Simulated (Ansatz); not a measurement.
Crystal: AlN.

```
Al N
1.0
     0.00000    2.18399    2.18399
     2.18399    0.00000    2.18399
     2.18399    2.18399    0.00000
Al N
1 1
Direct
  0.00000 0.00000 0.00000
  0.25000 0.25000 0.25000
```

Measurements of this composition are mostly on another form, of space group No. 186.

- Program: Ansatz 0.2.0
- Task: relaxation of cell and atoms
- Functional: PBE
- Potentials or basis: Ansatz PAW
- Cutoff: 420 eV (not typed: the program's choice for these potentials)
- k mesh: 10 × 10 × 10
- Occupations: fermi-dirac, width 0.05 eV
- Spin: no spin polarisation

At the start: volume 10.42 Å³/atom.

Question: How do energy, volume and symmetry change on relaxing?

Answer: It ends after 7 steps and the volume is 10.67 Å³/atom (+2.4 %); space group F-43m (No. 216, to 0.05 Å).

Step by step:
```tsv
step	energy change (eV)	largest force (eV/Å)	volume (Å³)
1	0.0000	0.0000	20.83
2	-0.0048	0.0000	21.08
3	-0.0058	0.0000	21.32
4	-0.0058	0.0000	21.33
5	-0.0076	0.0000	21.33
6	-0.0076	0.0000	21.34
7	-0.0076	0.0000	21.34
```

Final structure:
```
Al N
1.0
     0.00000    2.20159    2.20159
     2.20159    0.00000    2.20159
     2.20159    2.20159    0.00000
Al N
1 1
Direct
  0.00000 0.00000 0.00000
  0.25000 0.25000 0.25000
```

Caveat: the plane-wave basis is chosen anew once the cell has moved, so the energies of steps on either side of that aren't comparable; the pressure holds a Pulay correction of +0.5 GPa for the finite cutoff.
